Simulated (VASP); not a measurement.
# Ba (Fm-3m) in VASP: reference runs

Aim: a first look at Ba with PBE, on the cell as given and on a disturbed one.

Program: VASP 6.6.1. These are calculated values, not measurements. Logs are shortened: lines on timing, memory, paths and dates and some standing lists are left out, and cuts for length are marked.

## 1. The structure

Symmetry: Fm-3m, No. 225, cubic system. Conventional cell: a = 6.465 Å, b = 6.465 Å, c = 6.465 Å, α = 90.00°, β = 90.00°, γ = 90.00°.

This isn't the form of Ba at room conditions, which is bcc.

## 2. Single point, PBE

Contents of INCAR:

```
SYSTEM = Ba
ALGO = Normal ; EDIFF = 1E-7
ENCUT = 520 ; GGA = PE
ISIF = 2 ; ISMEAR = -1
LASPH = .TRUE. ; LCHARG = .FALSE.
LREAL = .FALSE. ; LWAVE = .FALSE.
NBANDS = 11 ; NELM = 100
PREC = Accurate ; SIGMA = 0.05
```

Contents of KPOINTS:

```
k-points
0
G
  7 7 7
  0 0 0
```

Contents of POSCAR:

```
Ba
1.0
    0.0000000000      3.2326650028      3.2326650028
    3.2326650028      0.0000000000      3.2326650028
    3.2326650028      3.2326650028      0.0000000000
Ba
1
Direct
    0.0000000000      0.0000000000      0.0000000000
```

Potentials or basis: VASP PAW PBE potentials, release 64 (Ba_sv).

Command:

```bash
cat potpaw_PBE.64/Ba_sv/POTCAR > POTCAR
mpirun -np 1 vasp_std > vasp.out
```

OUTCAR:

```text
SYSTEM = Ba
   EDIFF = 1E-7
   ENCUT = 520
   GGA = PE
   ISIF = 2
   ISMEAR = -1
   LASPH = .TRUE.
   LREAL = .FALSE.
   NELM = 100
   PREC = Accurate

 ion  position               nearest neighbor table
   1  0.000  0.000  0.000-

  LATTYP: Found a face centered cubic cell.
 ALAT       =     6.4653300056

  Lattice vectors:

 A1 = (   0.0000000000,   3.2326650028,   3.2326650028)
 A2 = (   3.2326650028,   0.0000000000,   3.2326650028)
 A3 = (   3.2326650028,   3.2326650028,   0.0000000000)

Analysis of symmetry for initial positions (statically):
=====================================================================
 Subroutine PRICEL returns:
 Original cell was already a primitive cell.

 Routine SETGRP: Setting up the symmetry group for a
 face centered cubic supercell.

 Subroutine GETGRP returns: Found 48 space group operations
 (whereof 48 operations were pure point group operations)
 out of a pool of 48 trial point group operations.

The static configuration has the point symmetry O_h .

Analysis of symmetry for dynamics (positions and initial velocities):
=====================================================================
 Subroutine PRICEL returns:
 Original cell was already a primitive cell.

 Routine SETGRP: Setting up the symmetry group for a
 face centered cubic supercell.

 Subroutine GETGRP returns: Found 48 space group operations
 (whereof 48 operations were pure point group operations)
 out of a pool of 48 trial point group operations.

The dynamic configuration has the point symmetry O_h .

 Subroutine INISYM returns: Found 48 space group operations
 (whereof 48 operations are pure point group operations),
 and found     1 'primitive' translations

----------------------------------------------------------------------------------------

                                     Primitive cell

  volume of cell :      67.5635

  direct lattice vectors                    reciprocal lattice vectors
     0.000000000  3.232665003  3.232665003    -0.154671146  0.154671146  0.154671146
     3.232665003  0.000000000  3.232665003     0.154671146 -0.154671146  0.154671146
     3.232665003  3.232665003  0.000000000     0.154671146  0.154671146 -0.154671146

  length of vectors
     4.571678690  4.571678690  4.571678690     0.267898283  0.267898283  0.267898283

  position of ions in fractional coordinates (direct lattice)
     0.000000000  0.000000000  0.000000000

  ion indices of the primitive-cell ions
   primitive index   ion index
                 1           1

----------------------------------------------------------------------------------------

 KPOINTS: k-points

Automatic generation of k-mesh.
 Grid dimensions read from file:
 generate k-points for:    7    7    7

 Generating k-lattice:

  Cartesian coordinates                     Fractional coordinates (reciprocal lattice)
    -0.022095878  0.022095878  0.022095878     0.142857143  0.000000000  0.000000000
     0.022095878 -0.022095878  0.022095878     0.000000000  0.142857143  0.000000000
     0.022095878  0.022095878 -0.022095878     0.000000000  0.000000000  0.142857143

  Length of vectors
     0.038271183  0.038271183  0.038271183

  Shift w.r.t. Gamma in fractional coordinates (k-lattice)
     0.000000000  0.000000000  0.000000000

 Subroutine IBZKPT returns following result:
 ===========================================

 Found     20 irreducible k-points:

 Following reciprocal coordinates:
            Coordinates               Weight
  0.000000  0.000000  0.000000      1.000000
  0.142857  0.000000  0.000000      8.000000
  0.285714  0.000000  0.000000      8.000000
  0.428571  0.000000  0.000000      8.000000
  0.142857  0.142857  0.000000      6.000000
  0.285714  0.142857  0.000000     24.000000
[... 12 lines left out ...]
 -0.428571  0.428571  0.142857     24.000000
 -0.285714  0.428571  0.142857     24.000000
   k-points           NKPTS =     20   k-points in BZ     NKDIM =     20   number of bands    NBANDS=     11
   number of dos      NEDOS =    301   number of ions     NIONS =      1
   total plane-waves  NPLWV =  46656
   dimension x,y,z NGX =    36 NGY =   36 NGZ =   36
   dimension x,y,z NGXF=    72 NGYF=   72 NGZF=   72
   ions per type =               1
   NGX,Y,Z   is equivalent  to a cutoff of  13.09, 13.09, 13.09 a.u.
   NGXF,Y,Z  is equivalent  to a cutoff of  26.18, 26.18, 26.18 a.u.
 SYSTEM =  Ba
   PREC   = accura    normal or accurate (medium, high low for compatibility)
   ISTART =      0    job   : 0-new  1-cont  2-samecut
   ICHARG =      2    charge: 1-file 2-atom 10-const
   ISPIN  =      1    spin polarized calculation?
   LNONCOLLINEAR =      F non collinear calculations
   LSORBIT =      F    spin-orbit coupling
   LASPH  =      T    aspherical Exc in radial PAW
   ENCUT  =  520.0 eV  38.22 Ry    6.18 a.u.   8.50  8.50  8.50*2*pi/ulx,y,z
   NELM   =    100;   NELMIN=  2; NELMDL= -5     # of ELM steps
   EDIFF  = 0.1E-06   stopping-criterion for ELM
   LREAL  =      F    real-space projection
   EDIFFG = 0.1E-05   stopping-criterion for IOM
   NSW    =      0    number of steps for IOM
   IBRION =     -1    ionic relax: 0-MD 1-quasi-New 2-CG
   NFREE  =      0    steps in history (QN), initial steepest desc. (CG)
   ISIF   =      2    stress and relaxation
   ISYM   =      2    0-nonsym 1-usesym 2-fastsym
   POTIM  = 0.5000    time-step for ionic-motion
   TEBEG  =    0.0;   TEEND  =   0.0 temperature during run
   PSTRESS=    0.0 pullay stress
   NELECT =      10.0000    total number of electrons
   NUPDOWN=      -1.0000    fix difference up-down
   EMIN   =  10.00;   EMAX   =-10.00  energy-range for DOS
   EFERMI =   0.00;   METHOD = LEGACY
   ISMEAR =    -1;   SIGMA  =   0.05  broadening in eV -4-tet -1-fermi 0-gaus
   EFERMI_NEDOS =   21; number of points for ismear=-14 and -15
   IALGO  =     38    algorithm
   IMIX   =      4    mixing-type and parameters
     AMIX     =   0.40;   BMIX     =  1.00
     AMIX_MAG =   1.60;   BMIX_MAG =  1.00
  volume/ion in A,a.u.               =      67.56       455.94
  Fermi-wavevector in a.u.,A,eV,Ry     =   0.865973  1.636451 10.203124  0.749908
  Thomas-Fermi vector in A             =   1.984294
   LORBIT       =      0    0 simple, 1 ext, 2 COOP (PROOUT), +10 PAW based schemes
   GGA     = PE    functional components
   LHFCALC =     F    Hartree Fock is set to
   AEXX    =    0.0000 exact exchange contribution
   IVDW    =     0    specifies the selected vdW correction
   LEPSILON=     F    determine dielectric tensor
   LRPA    =     F    only Hartree local field effects (RPA)
 non-spin polarized calculation
  energy-cutoff  :      520.00
  volume of cell :       67.56
 maximum number of plane-waves:      1841
 NGX is ok and might be reduce to    36
   NGX = 17   NGY = 17   NGZ = 17

 number of electron      10.0000000 magnetization

 Free energy of the ion-electron system (eV)
  ---------------------------------------------------
  ext. energy  EPLUGINS =         0.00000000
  ---------------------------------------------------
  free energy    TOTEN  =        -1.89558690 eV

  energy without entropy =       -1.88378628  energy(sigma->0) =       -1.88968659

 E-fermi :   1.4517     XC(G=0):  -7.1902

 val. band max:        1.4340513169   @ k =  -0.2857   0.4286   0.1429
 cond. band min:       1.4641798527   @ k =  -0.4286   0.4286   0.0000
 fundamental gap:      0.0301285357
 Fermi energy:         1.4517098570

 k-point     1 :       0.0000    0.0000    0.0000
  band No.  band energies     occupation
      1     -27.5714      2.00000
      2     -12.5590      2.00000
      3     -12.5590      2.00000
      4     -12.5590      2.00000
      5      -1.2940      2.00000
      6       3.1540      0.00000
      7       3.1540      0.00000
      8       3.1540      0.00000
      9       4.5944      0.00000
     10       4.5944      0.00000
     11       7.2931      0.00000

 k-point     2 :       0.1429    0.0000    0.0000
  band No.  band energies     occupation
      1     -27.5659      2.00000
      2     -12.6311      2.00000
      3     -12.5683      2.00000
      4     -12.5683      2.00000
      5      -0.9698      2.00000
      6       2.7956      0.00000
      7       3.2893      0.00000
      8       3.2893      0.00000
      9       4.4376      0.00000
     10       4.4376      0.00000
     11       7.9154      0.00000

 k-point     3 :       0.2857    0.0000    0.0000
  band No.  band energies     occupation
      1     -27.5536      2.00000
      2     -12.7869      2.00000
      3     -12.5890      2.00000
      4     -12.5890      2.00000
      5      -0.1827      2.00000
      6       2.3081      0.00000
      7       3.2693      0.00000
      8       3.2693      0.00000
      9       4.7026      0.00000
     10       4.7026      0.00000
     11       7.1981      0.00000

 k-point     4 :       0.4286    0.0000    0.0000
  band No.  band energies     occupation
      1     -27.5437      2.00000
      2     -12.9065      2.00000
      3     -12.6054      2.00000
      4     -12.6054      2.00000
      5       0.4478      2.00000
      6       2.2775      0.00000
      7       3.0551      0.00000
      8       3.0551      0.00000
      9       5.5074      0.00000
     10       5.5074      0.00000
     11       6.8479      0.00000
[... 183 lines left out ...]
 k-point    18 :      -0.4286    0.2857    0.1429
  band No.  band energies     occupation
      1     -27.5374      2.00000
      2     -12.8537      2.00000
      3     -12.7197      2.00000
      4     -12.6431      2.00000
      5       1.1945      1.98840
      6       1.8178      0.00132
      7       2.3219      0.00000
      8       3.7473      0.00000
      9       5.1083      0.00000
     10       6.1051      0.00000
     11       6.8625      0.00000

 k-point    19 :      -0.4286    0.4286    0.1429
  band No.  band energies     occupation
      1     -27.5342      2.00000
      2     -12.8573      2.00000
      3     -12.7241      2.00000
      4     -12.6824      2.00000
      5       1.0642      1.99914
      6       1.6496      0.03751
      7       2.5412      0.00000
      8       4.3407      0.00000
      9       5.5145      0.00000
     10       6.2612      0.00000
     11       6.9291      0.00000

 k-point    20 :      -0.2857    0.4286    0.1429
  band No.  band energies     occupation
      1     -27.5333      2.00000
      2     -12.8121      2.00000
      3     -12.7902      2.00000
      4     -12.6766      2.00000
      5       1.4341      1.17477
      6       1.7911      0.00225
      7       2.2995      0.00000
      8       3.7690      0.00000
      9       5.6102      0.00000
     10       5.9553      0.00000
     11       7.2530      0.00000

------------------------ aborting loop because EDIFF is reached ----------------------------------------

  FORCE on cell =-STRESS in cart. coord.  units (eV):
  Direction    XX          YY          ZZ          XY          YZ          ZX
  --------------------------------------------------------------------------------------
  -------------------------------------------------------------------------------------
  Total       -0.1302507     -0.1302507     -0.1302507     -0.0000000     -0.0000000     -0.0000000
  in kB       -3.0887211     -3.0887211     -3.0887211     -0.0000000     -0.0000000     -0.0000000
  external PRESSURE =      -3.0887211 kB  Pullay stress =       0.0000000 kB

 VOLUME and BASIS-vectors are now :
 -----------------------------------------------------------------------------
  energy-cutoff  :      520.00
  volume of cell :       67.56
      direct lattice vectors                 reciprocal lattice vectors
     0.000000000  3.232665003  3.232665003    -0.154671146  0.154671146  0.154671146
     3.232665003  0.000000000  3.232665003     0.154671146 -0.154671146  0.154671146
     3.232665003  3.232665003  0.000000000     0.154671146  0.154671146 -0.154671146

 POSITION                                       TOTAL-FORCE (eV/Angst)
 -----------------------------------------------------------------------------------
      0.00000      0.00000      0.00000         0.000000      0.000000      0.000000
 -----------------------------------------------------------------------------------
    total drift:                               -0.000000      0.000000      0.000000

  FREE ENERGIE OF THE ION-ELECTRON SYSTEM (eV)
  ---------------------------------------------------
  free  energy   TOTEN  =        -1.8955868996 eV

  energy  without entropy=       -1.8837862839  energy(sigma->0) =       -1.88968659
```

Run time: 10 s. Hardware: 1 thread of Intel Xeon Platinum 8488C (Sapphire Rapids), shared host; peak memory 0.19 GiB.

Results:

```
Free energy            : -1.8956 eV
Pressure               : -0.3 GPa
Band gap on the k mesh : none (metal or under the smearing width)
```

(Part 1 of 2 ends here.)
